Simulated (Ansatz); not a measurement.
BaTiO3, a database entry at a rescaled volume

```yaml
crystal:
  lattice:
    - [4.03730, 0.01142, 4.02582]
    - [0.01145, 4.02583, 0.00000]
    - [4.01440, -0.01142, -4.02582]
  atoms:
    - { symbol: Ba, position: [0.00000, 0.00000, 0.00000] }
    - { symbol: Ba, position: [0.50000, 0.00000, 0.50000] }
    - { symbol: Ti, position: [0.48450, 0.48450, 0.00000] }
    - { symbol: Ti, position: [0.98450, 0.48450, 0.50000] }
    - { symbol: O, position: [0.26305, 0.50860, 0.24555] }
    - { symbol: O, position: [0.76305, 0.50860, 0.74555] }
    - { symbol: O, position: [0.26305, 0.50860, 0.75445] }
    - { symbol: O, position: [0.76305, 0.50860, 0.25445] }
    - { symbol: O, position: [0.00860, 0.01750, 0.50000] }
    - { symbol: O, position: [0.50860, 0.01750, 0.00000] }
```

Method: PBE, with U_eff = 2.91 eV on Ti d, U_eff = 2.01 eV on O p (all-electron-ortho-atomic projectors), collinear spin; PAW, plane waves to 420 eV, 3×5×3 Γ-centred mesh, fermi-dirac occupations (width 0.1 eV) (Ansatz 0.2.0), atoms fixed. The cell carries a charge of -2 e on a uniform background.

Magnetic state (reached from a saved solution, and it need not be the lowest): Ti3 up, Ti4 up.

**Charges.** Bader charges in e: Ba +1.42, Ti +1.95, O -1.46. In the mean Ti gives up most and O takes most.
**Band edges.** Within 0.7 eV of the edges, the states project mainly on Ti d (74 %) and O p (21 %) below the gap and on Ti d (82 %) above it.
**Electronic structure.** The gap on the k mesh is 0.42 eV; the mesh may miss the band edges, so the true gap of this level can be smaller.
**Forces.** The largest is on Ti3 (and as large on other atoms): 3.16 eV/Å, components (2.22, 1.73, 1.43). It makes 119° with the line to a nearest neighbour, O10 at 1.88 Å.

Origin: a database entry at a rescaled volume. Caveats: the state breaks the symmetry of the cell; an odd or shifted mesh can miss the band edges, so this level's true gap may be smaller; atoms or cell far from equilibrium; charged cell with a uniform background.
